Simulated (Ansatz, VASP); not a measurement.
**One calculation of KCl, two programs**

```
K Cl
1.0
     3.64607    0.00000    0.00000
     0.00000    3.64607    0.00000
     0.00000    0.00000    3.64607
K Cl
1 1
Cartesian
  0.0000 0.0000 0.0000
  1.8230 1.8230 1.8230
```

Change from the starting cell: volume scaled by 1.01.

Alike in both runs: task single point; functional PBEsol; k mesh 7 × 7 × 7; occupations fermi-dirac, width 0.01 eV; no spin polarisation.

|  | VASP | Ansatz |
| --- | --- | --- |
| version | VASP 6.6.1 | Ansatz 0.2.0 |
| potentials or method | VASP PAW PBE potentials, release 64 (K_sv, Cl), cutoff 520 eV | all-electron LAPW, scalar-relativistic |

Ansatz gave:

```
gap on the k mesh at the Fermi level (eV) : 5.35
pressure (GPa)                            : 2.0
```

Problem. Which values does VASP return?

Solution. gap on the k mesh at the Fermi level (eV): 5.34; pressure (GPa): 2.0.

Ansatz ran all-electron here, so the differences hold the error of VASP's frozen core and of both bases.

Caveats: the PAW data sets were made with another functional, which shifts forces and pressure a little (VASP); an odd mesh through Γ misses points on the zone boundary, where band edges often lie.
